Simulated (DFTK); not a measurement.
**BeTe under changes of volume**

One of the cells (21.254 Å³/atom); the others are scaled copies at fixed shape and fractional positions:

```xyz
2
Lattice="0.0000 2.7700 2.7700 2.7700 0.0000 2.7700 2.7700 2.7700 0.0000" Properties=species:S:1:pos:R:3 pbc="T T T"
Te    4.1550    4.1550    4.1550
Be    0.0000    0.0000    0.0000
```

| Property | Result |
| --- | --- |
| Program | DFTK 0.8.2 |
| Functional | PBE |
| Potentials or basis | dojo.nc.sr.pbe.v0_4_1.standard.upf (PBE) |
| Cutoff | 1197 eV |
| k mesh | 8 × 8 × 8 |
| Occupations | fermi-dirac, width 0.05 eV |
| Spin | no spin polarisation |

```tsv
volume (Å³/atom)	energy over the lowest point (meV/atom)	pressure (GPa)	gap on the mesh (eV)
19.979	?	?	?
20.404	51.73	7.7	1.76
20.829	33.48	6.0	1.81
21.254	19.56	4.5	1.87
21.679	9.57	3.1	1.92
22.104	3.16	1.8	1.96
22.529	0.00	0.6	2.01
```

Problem. What does the run at 19.979 Å³/atom give?

Solution. Energy over the lowest point 74.73 meV/atom; pressure 9.6 GPa; gap on the mesh 1.70 eV.

Worked out: A Birch-Murnaghan fit of order 3 (a polynomial in V^(-2/3)) to the other rows has its minimum at 22.77 Å³/atom, just outside them, with B0 = V·E''(V) = 57 GPa and B' = 4.0. It gives 74.75 meV/atom at 19.979 Å³/atom, against the run's 74.73, and -dE/dV = 9.6 GPa, against 9.6. A straight line through the other rows of the gap, of slope 2.52 eV per unit of ln V, extrapolates to 1.71 eV, against the run's 1.70.

Energies are extrapolated to zero smearing.

Caveats: the minimum lies outside the volumes run; spin-orbit coupling is left out, which moves the levels of the heavy elements.

A mesh can miss the band edges.
